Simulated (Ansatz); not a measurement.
Runs of Ansatz 0.2.0 on Sb. It takes space group I4/mcm (No. 140, tetragonal). The conventional cell has a = 8.060 Å, b = 8.060 Å, c = 4.051 Å, α = 90.00°, β = 90.00°, γ = 90.00°. Sb (site symmetry m2m) has 7 Sb at 3.03 to 3.45 Å as nearest neighbours. This isn't the form of Sb at room conditions, which is rhombohedral.

```tsv
task	level	cell	k mesh	points for each segment of the path	mesh quality	gap on the mesh (eV)	pressure (GPa)	relaxed volume (Å³/atom)	largest force (eV/Å)
band structure	HSE06	as given	6 × 6 × 6	4	not flagged	none	(b)	-	(a)
relaxation of cell and atoms	HSE06	relaxed	4 × 4 × 4	-	coarse	none	0.0	32.31	-
relaxation of cell and atoms	PBE0	relaxed	4 × 4 × 4	-	coarse	none	0.0	32.22	-
single point	PBE0	as given	6 × 6 × 6	-	not flagged	none	0.0	-	0.03
```

Alike in all rows: potentials or basis Ansatz PAW; no spin polarisation; cutoff (eV) 420; smearing fermi-dirac 0.05 eV.

**Question.** Fill in the values left out.

**Answer.** (a) 0.05; (b) 0.1.

Caveats: some runs use coarse meshes; the PAW data sets come from PBE, with cores solved anew for the run's functional, which leaves a small shift of forces and pressure; the thresholds are loose for stress (some runs); the plane-wave basis is chosen anew once the cell has moved, so the energies of steps on either side of that aren't comparable (some runs); spin-orbit coupling is left out, which moves the levels of the heavy elements (some runs).

A k mesh can miss the band edges, and the runs leave out spin-orbit coupling on Sb.

A gap of «none» marks a metal or a gap under the smearing width.
